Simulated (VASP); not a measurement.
# Ba in VASP: a series of runs

Runs on Ba. Level: PBE. Tasks: work function.

Everything below comes from runs of VASP 6.6.1. Logs are shortened: lines on timing, memory, paths and dates and some standing lists are left out, and cuts for length are marked.

## Step 1: Starting point

The cell holds a slab with vacuum, 2 atoms: a = 3.910 Å, b = 4.141 Å, c = 20.700 Å, α = 90.00°, β = 90.00°, γ = 118.17°.

The slab is cut from a database's or a generator's crystal, which needn't be the stable form of the element.

## Step 2: Work function, PBE

The input, INCAR:

```
ALGO     = Normal         # electronic algorithm
DIPOL    = 0.5 0.5 0.500
EDIFF    = 1E-6           # SCF threshold, eV
EFIELD   = 0            
ENCUT    = 520            # plane-wave cutoff, eV
GGA      = PE             # functional
IDIPOL   = 3            
ISIF     = 2              # what is computed and relaxed
ISMEAR   = -1             # smearing method
LASPH    = True           # aspherical terms in the spheres
LCHARG   = False          # write CHGCAR
LDIPOL   = True         
LREAL    = False          # projectors in reciprocal space
LVACPOTAV= True         
LVHAR    = True         
LWAVE    = False          # write WAVECAR
NELM     = 80             # most SCF steps
PREC     = Accurate       # precision mode
SIGMA    = 0.05           # smearing width, eV
```

The input, KPOINTS:

```
k-points
0
Gamma
  8 8 1
```

The input, POSCAR:

```
Ba
1.0
    3.9100000000      0.0000000000      0.0000000000
   -1.9550000000      3.6500000000      0.0000000000
    0.0000000000      0.0000000000     20.7000000000
Ba
2
Direct
    0.0000000000      0.0000000000      0.3623188406
    0.0000000000      0.0000000000      0.6376811594
```

Potentials or basis: VASP PAW PBE potentials, release 64 (Ba_sv).

Run with:

```
$ cat potpaw_PBE.64/Ba_sv/POTCAR > POTCAR
$ mpirun -np 1 vasp_std > vasp.out
```

OUTCAR:

```text
EDIFF = 1E-6
   ENCUT = 520
   GGA = PE
   ISIF = 2
   ISMEAR = -1
   LASPH = True
   LREAL = False
   NELM = 80
   PREC = Accurate

 ion  position               nearest neighbor table
   1  0.000  0.000  0.362-
   2  0.000  0.000  0.638-

  LATTYP: Found a base centered orthorhombic cell.
 ALAT       =     3.9100000000
 B/A-ratio  =     1.8670076726
 C/A-ratio  =     5.2941176471

  Lattice vectors:

 A1 = (   1.9550000000,  -3.6500000000,   0.0000000000)
 A2 = (   1.9550000000,   3.6500000000,   0.0000000000)
 A3 = (   0.0000000000,   0.0000000000,  20.7000000000)

Analysis of symmetry for initial positions (statically):
=====================================================================
 Subroutine PRICEL returns:
 Original cell was already a primitive cell.

 Routine SETGRP: Setting up the symmetry group for a
 base centered orthorhombic supercell.

 Subroutine GETGRP returns: Found  8 space group operations
 (whereof  8 operations were pure point group operations)
 out of a pool of  8 trial point group operations.

The static configuration has the point symmetry D_2h.

Analysis of symmetry for dynamics (positions and initial velocities):
=====================================================================
 Subroutine PRICEL returns:
 Original cell was already a primitive cell.

 Routine SETGRP: Setting up the symmetry group for a
 base centered orthorhombic supercell.

 Subroutine GETGRP returns: Found  8 space group operations
 (whereof  8 operations were pure point group operations)
 out of a pool of  8 trial point group operations.

The dynamic configuration has the point symmetry D_2h.

 Subroutine INISYM returns: Found  8 space group operations
 (whereof  8 operations are pure point group operations),
 and found     1 'primitive' translations

----------------------------------------------------------------------------------------

                                     Primitive cell

  volume of cell :     295.4201

  direct lattice vectors                    reciprocal lattice vectors
     3.910000000  0.000000000  0.000000000     0.255754476  0.136986301  0.000000000
    -1.955000000  3.650000000  0.000000000     0.000000000  0.273972603  0.000000000
     0.000000000  0.000000000 20.700000000     0.000000000  0.000000000  0.048309179

  length of vectors
     3.910000000  4.140594764 20.700000000     0.290130313  0.273972603  0.048309179

  position of ions in fractional coordinates (direct lattice)
     0.000000000  0.000000000  0.362318841
     0.000000000  0.000000000  0.637681159

  ion indices of the primitive-cell ions
   primitive index   ion index
                 1           1
                 2           2

----------------------------------------------------------------------------------------

 KPOINTS: k-points

Automatic generation of k-mesh.
 Grid dimensions read from file:
 generate k-points for:    8    8    1

 Generating k-lattice:

  Cartesian coordinates                     Fractional coordinates (reciprocal lattice)
     0.031969309  0.017123288  0.000000000     0.125000000  0.000000000  0.000000000
     0.000000000  0.034246575  0.000000000     0.000000000  0.125000000  0.000000000
     0.000000000  0.000000000  0.048309179     0.000000000  0.000000000  1.000000000

  Length of vectors
     0.036266289  0.034246575  0.048309179

  Shift w.r.t. Gamma in fractional coordinates (k-lattice)
     0.000000000  0.000000000  0.000000000

 Subroutine IBZKPT returns following result:
 ===========================================

 Found     21 irreducible k-points:

 Following reciprocal coordinates:
            Coordinates               Weight
  0.000000  0.000000  0.000000      1.000000
  0.125000  0.000000  0.000000      4.000000
  0.250000  0.000000  0.000000      4.000000
  0.375000  0.000000  0.000000      4.000000
  0.500000  0.000000  0.000000      2.000000
  0.000000  0.125000  0.000000      2.000000
[... 13 lines left out ...]
  0.250000  0.375000  0.000000      2.000000
  0.000000  0.500000  0.000000      1.000000
   k-points           NKPTS =     21   k-points in BZ     NKDIM =     21   number of bands    NBANDS=     14
   number of dos      NEDOS =    301   number of ions     NIONS =      2
   total plane-waves  NPLWV = 153600
   dimension x,y,z NGX =    30 NGY =   32 NGZ =  160
   dimension x,y,z NGXF=    60 NGYF=   64 NGZF=  320
   ions per type =               2
   NGX,Y,Z   is equivalent  to a cutoff of  12.76, 12.85, 12.85 a.u.
   NGXF,Y,Z  is equivalent  to a cutoff of  25.51, 25.70, 25.70 a.u.
 SYSTEM =  unknown system
   PREC   = accura    normal or accurate (medium, high low for compatibility)
   ISTART =      0    job   : 0-new  1-cont  2-samecut
   ICHARG =      2    charge: 1-file 2-atom 10-const
   ISPIN  =      1    spin polarized calculation?
   LNONCOLLINEAR =      F non collinear calculations
   LSORBIT =      F    spin-orbit coupling
   LASPH  =      T    aspherical Exc in radial PAW
   ENCUT  =  520.0 eV  38.22 Ry    6.18 a.u.   7.27  7.70 38.49*2*pi/ulx,y,z
   NELM   =     80;   NELMIN=  2; NELMDL= -5     # of ELM steps
   EDIFF  = 0.1E-05   stopping-criterion for ELM
   LREAL  =      F    real-space projection
   EDIFFG = 0.1E-04   stopping-criterion for IOM
   NSW    =      0    number of steps for IOM
   IBRION =     -1    ionic relax: 0-MD 1-quasi-New 2-CG
   NFREE  =      0    steps in history (QN), initial steepest desc. (CG)
   ISIF   =      2    stress and relaxation
   ISYM   =      2    0-nonsym 1-usesym 2-fastsym
   POTIM  = 0.5000    time-step for ionic-motion
   TEBEG  =    0.0;   TEEND  =   0.0 temperature during run
   PSTRESS=    0.0 pullay stress
   NELECT =      20.0000    total number of electrons
   NUPDOWN=      -1.0000    fix difference up-down
   EMIN   =  10.00;   EMAX   =-10.00  energy-range for DOS
   EFERMI =   0.00;   METHOD = LEGACY
   ISMEAR =    -1;   SIGMA  =   0.05  broadening in eV -4-tet -1-fermi 0-gaus
   EFERMI_NEDOS =   21; number of points for ismear=-14 and -15
   IALGO  =     38    algorithm
   IMIX   =      4    mixing-type and parameters
     AMIX     =   0.40;   BMIX     =  1.00
     AMIX_MAG =   1.60;   BMIX_MAG =  1.00
  volume/ion in A,a.u.               =     147.71       996.80
  Fermi-wavevector in a.u.,A,eV,Ry     =   0.667224  1.260870  6.057144  0.445188
  Thomas-Fermi vector in A             =   1.741765
   LORBIT       =      0    0 simple, 1 ext, 2 COOP (PROOUT), +10 PAW based schemes
   GGA     = PE    functional components
   LHFCALC =     F    Hartree Fock is set to
   AEXX    =    0.0000 exact exchange contribution
   IVDW    =     0    specifies the selected vdW correction
   LEPSILON=     F    determine dielectric tensor
   LRPA    =     F    only Hartree local field effects (RPA)
 non-spin polarized calculation
  energy-cutoff  :      520.00
  volume of cell :      295.42
 maximum number of plane-waves:      7991
 NGX is ok and might be reduce to    30
   NGX = 15   NGY = 15   NGZ = 77

 number of electron      20.0000000 magnetization

 dipolmoment           0.000000      0.000000      0.000000 electrons x Angstroem

 Free energy of the ion-electron system (eV)
  ---------------------------------------------------
  ext. energy  EPLUGINS =         0.00000000
  ---------------------------------------------------
  free energy    TOTEN  =        -2.43054389 eV

  energy without entropy =       -2.38004934  energy(sigma->0) =       -2.40529661

 E-fermi :  -0.6131     XC(G=0):  -3.9633

 val. band max:       -0.6283124477   @ k =   0.1250   0.3750   0.0000
 cond. band min:      -0.6110481737   @ k =   0.5000   0.1250   0.0000
 fundamental gap:      0.0172642740
 Fermi energy:        -0.6131001659

 k-point     1 :       0.0000    0.0000    0.0000
  band No.  band energies     occupation
      1     -29.7585      2.00000
      2     -29.7583      2.00000
      3     -15.0767      2.00000
      4     -15.0665      2.00000
      5     -14.5262      2.00000
      6     -14.5259      2.00000
      7     -14.4341      2.00000
      8     -14.4338      2.00000
      9      -2.8771      2.00000
     10      -2.5925      2.00000
     11      -0.7396      1.85231
     12      -0.2943      0.00340
     13      -0.2757      0.00234
     14       0.8674      0.00000

 k-point     2 :       0.1250    0.0000    0.0000
  band No.  band energies     occupation
      1     -29.7440      2.00000
      2     -29.7438      2.00000
      3     -15.0557      2.00000
      4     -15.0459      2.00000
      5     -14.6027      2.00000
      6     -14.6022      2.00000
      7     -14.5317      2.00000
      8     -14.5313      2.00000
      9      -2.5372      2.00000
     10      -2.2253      2.00000
     11      -0.6329      1.19585
     12      -0.1531      0.00020
     13      -0.1358      0.00014
     14       0.9219      0.00000

 k-point     3 :       0.2500    0.0000    0.0000
  band No.  band energies     occupation
      1     -29.7088      2.00000
      2     -29.7086      2.00000
      3     -15.0044      2.00000
      4     -14.9957      2.00000
      5     -14.9209      2.00000
      6     -14.9200      2.00000
      7     -14.6118      2.00000
      8     -14.6114      2.00000
      9      -1.7638      2.00000
     10      -1.4435      2.00000
     11      -0.5613      0.52368
     12      -0.0419      0.00002
     13       0.0523      0.00000
     14       0.6720      0.00000

 k-point     4 :       0.3750    0.0000    0.0000
  band No.  band energies     occupation
      1     -29.6731      2.00000
      2     -29.6730      2.00000
      3     -15.2249      2.00000
      4     -15.2238      2.00000
      5     -14.9520      2.00000
      6     -14.9443      2.00000
      7     -14.6798      2.00000
      8     -14.6793      2.00000
      9      -1.3241      2.00000
     10      -1.1982      1.99998
     11      -0.6551      1.39670
     12      -0.2595      0.00170
     13       0.2485      0.00000
     14       1.0722      0.00000

 k-point     5 :       0.5000    0.0000    0.0000
  band No.  band energies     occupation
      1     -29.6582      2.00000
      2     -29.6581      2.00000
      3     -15.3450      2.00000
      4     -15.3439      2.00000
      5     -14.9301      2.00000
      6     -14.9228      2.00000
      7     -14.7072      2.00000
      8     -14.7067      2.00000
      9      -1.3563      2.00000
     10      -1.2848      2.00000
     11      -0.7103      1.74968
[... 225 lines left out ...]
 k-point    19 :       0.1250    0.3750    0.0000
  band No.  band energies     occupation
      1     -29.6857      2.00000
      2     -29.6855      2.00000
      3     -15.1815      2.00000
      4     -15.1803      2.00000
      5     -14.9629      2.00000
      6     -14.9552      2.00000
      7     -14.6766      2.00000
      8     -14.6761      2.00000
      9      -0.9306      1.99651
     10      -0.8212      1.96935
     11      -0.6283      1.15096
     12      -0.2662      0.00194
     13       0.4337      0.00000
     14       1.0854      0.00000

 k-point    20 :       0.2500    0.3750    0.0000
  band No.  band energies     occupation
      1     -29.6672      2.00000
      2     -29.6671      2.00000
      3     -15.0987      2.00000
      4     -15.0976      2.00000
      5     -14.9471      2.00000
      6     -14.9464      2.00000
      7     -14.9380      2.00000
      8     -14.9307      2.00000
      9      -0.2432      0.00122
     10       0.0426      0.00000
     11       0.0503      0.00000
     12       0.1571      0.00000
     13       0.3946      0.00000
     14       0.6178      0.00000

 k-point    21 :       0.0000    0.5000    0.0000
  band No.  band energies     occupation
      1     -29.6904      2.00000
      2     -29.6902      2.00000
      3     -15.2407      2.00000
      4     -15.2394      2.00000
      5     -14.9683      2.00000
      6     -14.9606      2.00000
      7     -14.5672      2.00000
      8     -14.5667      2.00000
      9      -1.3266      2.00000
     10      -1.2459      1.99999
     11      -0.7710      1.91842
     12      -0.4100      0.03387
     13       0.7168      0.00000
     14       0.9412      0.00000

------------------------ aborting loop because EDIFF is reached ----------------------------------------

  FORCE on cell =-STRESS in cart. coord.  units (eV):
  Direction    XX          YY          ZZ          XY          YZ          ZX
  --------------------------------------------------------------------------------------
  -------------------------------------------------------------------------------------
  Total        2.8784044      1.1347420     -1.0980066      0.0000000      0.0000000      0.0000000
  in kB       15.6107020      6.1541455     -5.9549149      0.0000000      0.0000000      0.0000000
  external PRESSURE =       5.2699775 kB  Pullay stress =       0.0000000 kB

 VOLUME and BASIS-vectors are now :
 -----------------------------------------------------------------------------
  energy-cutoff  :      520.00
  volume of cell :      295.42
      direct lattice vectors                 reciprocal lattice vectors
     3.910000000  0.000000000  0.000000000     0.255754476  0.136986301  0.000000000
    -1.955000000  3.650000000  0.000000000     0.000000000  0.273972603  0.000000000
     0.000000000  0.000000000 20.700000000     0.000000000  0.000000000  0.048309179

 POSITION                                       TOTAL-FORCE (eV/Angst)
 -----------------------------------------------------------------------------------
      0.00000      0.00000      7.50000         0.000000      0.000000      0.192582
      0.00000      0.00000     13.20000         0.000000     -0.000000     -0.192582
 -----------------------------------------------------------------------------------
    total drift:                               -0.000000     -0.000000      0.000000

  FREE ENERGIE OF THE ION-ELECTRON SYSTEM (eV)
  ---------------------------------------------------
  free  energy   TOTEN  =        -2.4305438853 eV

  energy  without entropy=       -2.3800493391  energy(sigma->0) =       -2.40529661

 vacuum level on the upper side and lower side of the slab         1.895         1.895
```

It took 1.7 min on 1 thread of Intel Xeon Platinum 8488C (Sapphire Rapids), shared host; peak memory 0.42 GiB.

Results:

```
Free energy                     : -2.4305 eV
Largest force                   : 0.193 eV/Å
Band gap on the k mesh          : none (metal or under the smearing width)
Work function of the upper face : 2.51 eV
Work function of the lower face : 2.51 eV
```

Forces in eV/Å, atoms in the order of the input:
```
Ba   0.000  0.000  0.193
Ba   0.000  0.000 -0.193
```

Levels at points of the mesh, in eV from the Fermi level:
```tsv
k point	band 8	band 9	band 10	band 11	band 12	band 13
(0.00, 0.00, 0.00)	-13.82	-2.26	-1.98	-0.13	0.32	0.34
(0.50, 0.00, 0.00)	-14.09	-0.74	-0.67	-0.10	0.24	1.62
(0.00, 0.50, 0.00)	-13.95	-0.71	-0.63	-0.16	0.20	1.33
```

Spin-orbit coupling is left out, which matters for the levels of Ba.

[end of part 1 of 2]
